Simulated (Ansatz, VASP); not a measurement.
# Two plane-wave programs on Pb

```
CELL_PARAMETERS angstrom
0.00000 2.47502 2.47502
2.47502 0.00000 2.47502
2.47502 2.47502 0.00000
ATOMIC_POSITIONS crystal
Pb 0.00000 0.00000 0.00000
```

Alike in both runs: task relaxation of cell and atoms; functional PBEsol; k mesh 12 × 12 × 12; occupations fermi-dirac, width 0.1 eV; no spin polarisation.

|  | VASP | Ansatz |
| --- | --- | --- |
| version | VASP 6.6.1 | Ansatz 0.2.0 |
| potentials or method | VASP PAW PBE potentials, release 64 (Pb_d) | PAW with Ansatz's default frozen-core files, scalar-relativistic |
| plane-wave cutoff (eV) | 600 | 420 |
| valence electrons in the cell | 14 | 14 |

Ansatz gave:

| Property | Result |
| --- | --- |
| relaxed volume (Å³/atom) | 30.16 |
| relaxed cell length with the largest relative difference (Å) | 3.494 |

Task: Which values does VASP return?

Result: Relaxed volume (Å³/atom): 30.19; relaxed cell length with the largest relative difference (Å): 3.495.

Caveats: the PAW data sets were made with another functional, which shifts forces and pressure a little (VASP). Spin-orbit coupling is left out, which matters for the levels of Pb.
